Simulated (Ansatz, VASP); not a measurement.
**Two plane-wave programs on Zn**

Contents of INCAR:

```
PREC = Accurate
ENCUT = 520
EDIFF = 1E-6
ISMEAR = -1
SIGMA = 0.1
LREAL = False
LASPH = True
NELM = 100
ALGO = Normal
ISIF = 2
LWAVE = False
LCHARG = False
GGA = RE
NBANDS = 12
```

Contents of KPOINTS:

```
Automatic mesh
0
Gamma
  15 15 15
```

POSCAR

```
Zn
1.0
    0.0000000000      1.9040988967      1.9040988967
    1.9040988967      0.0000000000      1.9040988967
    1.9040988967      1.9040988967      0.0000000000
Zn
1
Direct
    0.0000000000      0.0000000000      0.0000000000
```

Input for Ansatz:

```yaml
crystal:
  lattice:
    - [0.0, 1.9040988967, 1.9040988967]
    - [1.9040988967, 0.0, 1.9040988967]
    - [1.9040988967, 1.9040988967, 0.0]
  atoms:
    - { symbol: Zn, position: [0.0, 0.0, 0.0] }
hamiltonian:
  xc: revpbe
  pseudopotentials:
    kind: paw
    azcp:
      Zn: "pseudopotentials/Zn.paw.azcp"
basis:
  ecutwfc: 420
  fft_grid_basis: typed
kpoints:
  mp_grid: { grid: [15, 15, 15], shift: [0, 0, 0] }
magnetization:
  spin_polarized: false
scf:
  occupations: { method: fermi_dirac, width: 0.1 }
  lower_state_search: "off"
output:
  stress: true
  write_density: true
  write_potential: true
  elf: true
  volumetric_format: npy
```

Alike in both runs: task single point; functional revPBE; k mesh 15 × 15 × 15; occupations fermi-dirac, width 0.1 eV; no spin polarisation.

```csv
,VASP,Ansatz
version,VASP 6.6.1,Ansatz 0.2.0
potentials or method,"VASP PAW PBE potentials, release 64 (Zn)","plane waves (420 eV) with PAW, scalar-relativistic"
plane-wave cutoff (eV),520,420
valence electrons in the cell,12,12
```

```tsv
	VASP	Ansatz	Ansatz less VASP
pressure (GPa)	11.4	10.8	-0.55
```

The functional is the same, so the differences come from potentials, cutoffs and numerics.

Caveats: the PAW data sets were made with another functional, which shifts forces and pressure a little (VASP).
